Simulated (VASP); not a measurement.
# CaS (Oldhamite) (Fm-3m) in VASP: further runs

Runs on CaS (Oldhamite). Level: PBEsol. Tasks: single point, relaxation of cell and atoms.

All numbers are computed with VASP 6.6.1; they aren't measurements. Logs are shortened: lines on timing, memory, paths and dates and some standing lists are left out, and cuts for length are marked.

## 1. Starting point

It takes space group Fm-3m (No. 225, cubic). The conventional cell has a = 5.712 Å, b = 5.712 Å, c = 5.712 Å, α = 90.00°, β = 90.00°, γ = 90.00°. Ca (site symmetry m-3m) has 6 S at 2.86 Å as nearest neighbours. S (site symmetry m-3m) has 6 Ca at 2.86 Å as nearest neighbours.

## 2. Single point, PBEsol (relaxed again under DFT PBEsol, scalar-relativistic, plane waves, PAW)

File INCAR:

```
SYSTEM = CaS
  PREC = Accurate
  ENCUT = 520
  EDIFF = 1E-7
  ISMEAR = 0
  SIGMA = 0.02
  LREAL = .False.
  LASPH = .True.
  NELM = 80
  ALGO = Normal
  ISIF = 2
  LWAVE = .False.
  LCHARG = .False.
  GGA = PS
  NBANDS = 15
```

File KPOINTS:

```
regular mesh
0
Gamma
  8 8 8
  0 0 0
```

File POSCAR:

```
CaS
1.0
    0.0000000000      2.8165927468      2.8165927468
    2.8165927468      0.0000000000      2.8165927468
    2.8165927468      2.8165927468      0.0000000000
Ca S
1 1
Direct
    0.0000000000      0.0000000000      0.0000000000
    0.5000000000      0.5000000000      0.5000000000
```

Potentials or basis: VASP PAW PBE potentials, release 64 (Ca_sv, S).

Run with:

```
> cat potpaw_PBE.64/Ca_sv/POTCAR potpaw_PBE.64/S/POTCAR > POTCAR
> mpirun -np 1 vasp_std > vasp.out
```

OUTCAR:

```text
SYSTEM = CaS
   PREC = Accurate
   ENCUT = 520
   EDIFF = 1E-7
   ISMEAR = 0
   LREAL = .False.
   LASPH = .True.
   NELM = 80
   ISIF = 2
   GGA = PS

 ion  position               nearest neighbor table
   1  0.000  0.000  0.000-   2 2.82   2 2.82   2 2.82   2 2.82   2 2.82   2 2.82
   2  0.500  0.500  0.500-   1 2.82   1 2.82   1 2.82   1 2.82   1 2.82   1 2.82

  LATTYP: Found a face centered cubic cell.
 ALAT       =     5.6331854936

  Lattice vectors:

 A1 = (   0.0000000000,   2.8165927468,   2.8165927468)
 A2 = (   2.8165927468,   0.0000000000,   2.8165927468)
 A3 = (   2.8165927468,   2.8165927468,   0.0000000000)

Analysis of symmetry for initial positions (statically):
=====================================================================
 Subroutine PRICEL returns:
 Original cell was already a primitive cell.

 Routine SETGRP: Setting up the symmetry group for a
 face centered cubic supercell.

 Subroutine GETGRP returns: Found 48 space group operations
 (whereof 48 operations were pure point group operations)
 out of a pool of 48 trial point group operations.

The static configuration has the point symmetry O_h .

Analysis of symmetry for dynamics (positions and initial velocities):
=====================================================================
 Subroutine PRICEL returns:
 Original cell was already a primitive cell.

 Routine SETGRP: Setting up the symmetry group for a
 face centered cubic supercell.

 Subroutine GETGRP returns: Found 48 space group operations
 (whereof 48 operations were pure point group operations)
 out of a pool of 48 trial point group operations.

The dynamic configuration has the point symmetry O_h .

 Subroutine INISYM returns: Found 48 space group operations
 (whereof 48 operations are pure point group operations),
 and found     1 'primitive' translations

----------------------------------------------------------------------------------------

                                     Primitive cell

  volume of cell :      44.6892

  direct lattice vectors                    reciprocal lattice vectors
     0.000000000  2.816592747  2.816592747    -0.177519452  0.177519452  0.177519452
     2.816592747  0.000000000  2.816592747     0.177519452 -0.177519452  0.177519452
     2.816592747  2.816592747  0.000000000     0.177519452  0.177519452 -0.177519452

  length of vectors
     3.983263662  3.983263662  3.983263662     0.307472710  0.307472710  0.307472710

  position of ions in fractional coordinates (direct lattice)
     0.000000000  0.000000000  0.000000000
     0.500000000  0.500000000  0.500000000

  ion indices of the primitive-cell ions
   primitive index   ion index
                 1           1
                 2           2

----------------------------------------------------------------------------------------

 KPOINTS: regular mesh

Automatic generation of k-mesh.
 Grid dimensions read from file:
 generate k-points for:    8    8    8

 Generating k-lattice:

  Cartesian coordinates                     Fractional coordinates (reciprocal lattice)
    -0.022189931  0.022189931  0.022189931     0.125000000  0.000000000  0.000000000
     0.022189931 -0.022189931  0.022189931     0.000000000  0.125000000  0.000000000
     0.022189931  0.022189931 -0.022189931     0.000000000  0.000000000  0.125000000

  Length of vectors
     0.038434089  0.038434089  0.038434089

  Shift w.r.t. Gamma in fractional coordinates (k-lattice)
     0.000000000  0.000000000  0.000000000

 Subroutine IBZKPT returns following result:
 ===========================================

 Found     29 irreducible k-points:

 Following reciprocal coordinates:
            Coordinates               Weight
  0.000000  0.000000  0.000000      1.000000
  0.125000  0.000000  0.000000      8.000000
  0.250000  0.000000  0.000000      8.000000
  0.375000  0.000000  0.000000      8.000000
  0.500000  0.000000  0.000000      4.000000
  0.125000  0.125000  0.000000      6.000000
[... 16 lines left out ...]
  0.500000  0.250000  0.125000     48.000000
 -0.375000  0.250000  0.125000     24.000000
 [... further k-points ...]
   k-points           NKPTS =     29   k-points in BZ     NKDIM =     29   number of bands    NBANDS=     15
   number of dos      NEDOS =    301   number of ions     NIONS =      2
   total plane-waves  NPLWV =  27000
   dimension x,y,z NGX =    30 NGY =   30 NGZ =   30
   dimension x,y,z NGXF=    60 NGYF=   60 NGZF=   60
   ions per type =               1   1
   NGX,Y,Z   is equivalent  to a cutoff of  12.52, 12.52, 12.52 a.u.
   NGXF,Y,Z  is equivalent  to a cutoff of  25.04, 25.04, 25.04 a.u.
 SYSTEM =  CaS
   PREC   = accura    normal or accurate (medium, high low for compatibility)
   ISTART =      0    job   : 0-new  1-cont  2-samecut
   ICHARG =      2    charge: 1-file 2-atom 10-const
   ISPIN  =      1    spin polarized calculation?
   LNONCOLLINEAR =      F non collinear calculations
   LSORBIT =      F    spin-orbit coupling
   LASPH  =      T    aspherical Exc in radial PAW
   ENCUT  =  520.0 eV  38.22 Ry    6.18 a.u.   7.41  7.41  7.41*2*pi/ulx,y,z
   NELM   =     80;   NELMIN=  2; NELMDL= -5     # of ELM steps
   EDIFF  = 0.1E-06   stopping-criterion for ELM
   LREAL  =      F    real-space projection
   EDIFFG = 0.1E-05   stopping-criterion for IOM
   NSW    =      0    number of steps for IOM
   IBRION =     -1    ionic relax: 0-MD 1-quasi-New 2-CG
   NFREE  =      0    steps in history (QN), initial steepest desc. (CG)
   ISIF   =      2    stress and relaxation
   ISYM   =      2    0-nonsym 1-usesym 2-fastsym
   POTIM  = 0.5000    time-step for ionic-motion
   TEBEG  =    0.0;   TEEND  =   0.0 temperature during run
   PSTRESS=    0.0 pullay stress
   NELECT =      16.0000    total number of electrons
   NUPDOWN=      -1.0000    fix difference up-down
   EMIN   =  10.00;   EMAX   =-10.00  energy-range for DOS
   EFERMI =   0.00;   METHOD = LEGACY
   ISMEAR =     0;   SIGMA  =   0.02  broadening in eV -4-tet -1-fermi 0-gaus
   EFERMI_NEDOS =   21; number of points for ismear=-14 and -15
   IALGO  =     38    algorithm
   IMIX   =      4    mixing-type and parameters
     AMIX     =   0.40;   BMIX     =  1.00
     AMIX_MAG =   1.60;   BMIX_MAG =  1.00
  volume/ion in A,a.u.               =      22.34       150.79
  Fermi-wavevector in a.u.,A,eV,Ry     =   1.162467  2.196745 18.385966  1.351330
  Thomas-Fermi vector in A             =   2.299028
   LORBIT       =      0    0 simple, 1 ext, 2 COOP (PROOUT), +10 PAW based schemes
   GGA     = PS    functional components
   LHFCALC =     F    Hartree Fock is set to
   AEXX    =    0.0000 exact exchange contribution
   IVDW    =     0    specifies the selected vdW correction
   LEPSILON=     F    determine dielectric tensor
   LRPA    =     F    only Hartree local field effects (RPA)
 non-spin polarized calculation
 Gauss-broadening in eV      SIGMA  =   0.02
  energy-cutoff  :      520.00
  volume of cell :       44.69
 maximum number of plane-waves:      1243
 NGX is ok and might be reduce to    30
   NGX = 15   NGY = 15   NGZ = 15

 number of electron      16.0000000 magnetization

 Free energy of the ion-electron system (eV)
  ---------------------------------------------------
  ext. energy  EPLUGINS =         0.00000000
  ---------------------------------------------------
  free energy    TOTEN  =       -10.91639710 eV

  energy without entropy =      -10.91639710  energy(sigma->0) =      -10.91639710

 E-fermi :   3.0175     XC(G=0):  -9.6491

 val. band max:        2.8860023291   @ k =   0.0000   0.0000   0.0000
 cond. band min:       5.0384879791   @ k =   0.5000   0.5000   0.0000
 fundamental gap:      2.1524856500
 Fermi energy:         3.0174794624

 k-point     1 :       0.0000    0.0000    0.0000
  band No.  band energies     occupation
      1     -35.9989      2.00000
      2     -17.0655      2.00000
      3     -17.0655      2.00000
      4     -17.0655      2.00000
      5      -8.5553      2.00000
      6       2.8860      2.00000
      7       2.8860      2.00000
      8       2.8860      2.00000
      9       6.9613      0.00000
     10       6.9613      0.00000
     11       6.9613      0.00000
     12       7.0605      0.00000
     13       7.6197      0.00000
     14       7.6197      0.00000
     15      13.5969      0.00000

 k-point     2 :       0.1250    0.0000    0.0000
  band No.  band energies     occupation
      1     -35.9968      2.00000
      2     -17.0962      2.00000
      3     -17.0678      2.00000
      4     -17.0678      2.00000
      5      -8.4355      2.00000
      6       2.1825      2.00000
      7       2.6390      2.00000
      8       2.6390      2.00000
      9       6.9641      0.00000
     10       7.2045      0.00000
     11       7.2045      0.00000
     12       7.8531      0.00000
     13       8.0574      0.00000
     14       8.0574      0.00000
     15      13.8503      0.00000

 k-point     3 :       0.2500    0.0000    0.0000
  band No.  band energies     occupation
      1     -35.9918      2.00000
      2     -17.1687      2.00000
      3     -17.0732      2.00000
      4     -17.0732      2.00000
      5      -8.1310      2.00000
      6       0.9525      2.00000
      7       2.1598      2.00000
      8       2.1598      2.00000
      9       7.0839      0.00000
     10       7.8201      0.00000
     11       7.8201      0.00000
     12       9.1394      0.00000
     13       9.1394      0.00000
     14       9.2335      0.00000
     15      13.3699      0.00000
[... 343 lines left out ...]
 k-point    23 :       0.5000    0.2500    0.1250
  band No.  band energies     occupation
      1     -35.9842      2.00000
      2     -17.2148      2.00000
      3     -17.1209      2.00000
      4     -17.0910      2.00000
      5      -7.7842      2.00000
      6       0.2393      2.00000
      7       1.4888      2.00000
      8       1.7311      2.00000
      9       7.1185      0.00000
     10       8.7901      0.00000
     11       9.0868      0.00000
     12       9.2348      0.00000
     13       9.8630      0.00000
     14      11.4637      0.00000
     15      11.8148      0.00000

 k-point    24 :      -0.3750    0.2500    0.1250
  band No.  band energies     occupation
      1     -35.9825      2.00000
      2     -17.2298      2.00000
      3     -17.1246      2.00000
      4     -17.0965      2.00000
      5      -7.6968      2.00000
      6       0.0998      2.00000
      7       1.2908      2.00000
      8       1.6370      2.00000
      9       7.8209      0.00000
     10       8.1712      0.00000
     11       9.4107      0.00000
     12       9.7462      0.00000
     13      10.0317      0.00000
     14      10.9773      0.00000
     15      12.3758      0.00000

 [... further k-points ...]

------------------------ aborting loop because EDIFF is reached ----------------------------------------

  FORCE on cell =-STRESS in cart. coord.  units (eV):
  Direction    XX          YY          ZZ          XY          YZ          ZX
  --------------------------------------------------------------------------------------
  -------------------------------------------------------------------------------------
  Total        0.0544391      0.0544391      0.0544391      0.0000000     -0.0000000      0.0000000
  in kB        1.9517298      1.9517298      1.9517298      0.0000000     -0.0000000      0.0000000
  external PRESSURE =       1.9517298 kB  Pullay stress =       0.0000000 kB

 VOLUME and BASIS-vectors are now :
 -----------------------------------------------------------------------------
  energy-cutoff  :      520.00
  volume of cell :       44.69
      direct lattice vectors                 reciprocal lattice vectors
     0.000000000  2.816592747  2.816592747    -0.177519452  0.177519452  0.177519452
     2.816592747  0.000000000  2.816592747     0.177519452 -0.177519452  0.177519452
     2.816592747  2.816592747  0.000000000     0.177519452  0.177519452 -0.177519452

 POSITION                                       TOTAL-FORCE (eV/Angst)
 -----------------------------------------------------------------------------------
      0.00000      0.00000      0.00000        -0.000000     -0.000000     -0.000000
      2.81659      2.81659      2.81659         0.000000      0.000000      0.000000
 -----------------------------------------------------------------------------------
    total drift:                               -0.000000      0.000000      0.000000

  FREE ENERGIE OF THE ION-ELECTRON SYSTEM (eV)
  ---------------------------------------------------
  free  energy   TOTEN  =       -10.9163970968 eV

  energy  without entropy=      -10.9163970968  energy(sigma->0) =      -10.91639710
```

Wall time 11 s (1 thread of Intel Xeon 6975P-C (Granite Rapids), shared host); peak memory 0.17 GiB.

What came out:

```
Free energy            : -10.9164 eV
Pressure               : 0.2 GPa
Band gap on the k mesh : 2.15 eV, indirect (least direct gap 3.00 eV)
```

Caveat: the PAW data sets were made with another functional, which shifts forces and pressure a little.

## 3. Relaxation of cell and atoms, PBEsol

File INCAR:

```
SYSTEM = CaS
  ALGO = Fast
  EDIFF = 1E-6
  EDIFFG = -0.005
  ENCUT = 600
  GGA = PS
  IBRION = 2
  ISIF = 3
  ISMEAR = 0
  LASPH = .True.
  LCHARG = .False.
  LREAL = .False.
  LWAVE = .False.
  NELM = 100
  NSW = 70
  PREC = Accurate
  SIGMA = 0.02
```

File KPOINTS:

```
k-points
0
Gamma
  8 8 8
  0 0 0
```

File POSCAR:

```
CaS
1.0
    0.0000000000      2.8560320322      2.8560320322
    2.8560320322      0.0000000000      2.8560320322
    2.8560320322      2.8560320322      0.0000000000
Ca S
1 1
Direct
    0.0000000000      0.0000000000      0.0000000000
    0.5000000000      0.5000000000      0.5000000000
```

Potentials or basis: VASP PAW PBE potentials, release 64 (Ca_sv, S).

Run with:

```
> cat potpaw_PBE.64/Ca_sv/POTCAR potpaw_PBE.64/S/POTCAR > POTCAR
> mpirun -np 1 vasp_std > vasp.out
```

Wall time 26 s (1 thread of Intel Xeon 6975P-C (Granite Rapids), shared host); peak memory 0.19 GiB.

It converged, with:

```
Free energy                            : -10.9175 eV
Relaxed volume                         : 22.43 Å³/atom
Relaxed cell                           : a = 3.989 Å, b = 3.989 Å, c = 3.989 Å, α = 60.00°, β = 60.00°, γ = 60.00°
Space group after relaxing (to 0.05 Å) : Fm-3m (No. 225)
Energy gained by relaxing              : 6.0 meV/atom
Ionic steps                            : 3
Pressure after relaxing                : 0.0 GPa
Band gap on the k mesh                 : 2.16 eV, indirect (least direct gap 3.01 eV)
```

Step by step:
| step | energy change (eV) | largest force (eV/Å) | pressure (GPa) | volume (Å³) |
| --- | --- | --- | --- | --- |
| 1 | 0.0000 | 0.0000 | -2.19 | 46.59 |
| 2 | -0.0113 | 0.0000 | 0.53 | 44.48 |
| 3 | -0.0120 | 0.0000 | 0.01 | 44.87 |

Final structure:
```yaml
crystal:
  lattice:
    - [0.00000, 2.82037, 2.82037]
    - [2.82037, 0.00000, 2.82037]
    - [2.82037, 2.82037, 0.00000]
  atoms:
    - { symbol: Ca, position: [0.00000, 0.00000, 0.00000] }
    - { symbol: S, position: [0.50000, 0.50000, 0.50000] }
```

Levels at points of the mesh, in eV from the valence-band top:
```tsv
k point	band 6	band 7	band 8	band 9	band 10	band 11
(0.00, 0.00, 0.00)	0.00	0.00	0.00	4.08	4.08	4.08
(0.50, 0.00, 0.00)	-3.26	-1.24	-1.24	5.11	6.11	6.26
(0.50, 0.50, 0.00)	-2.38	-0.84	-0.84	2.16	5.64	6.04
```

Caveat: the PAW data sets were made with another functional, which shifts forces and pressure a little. As with any semilocal functional, this PBEsol gap is likely too small.
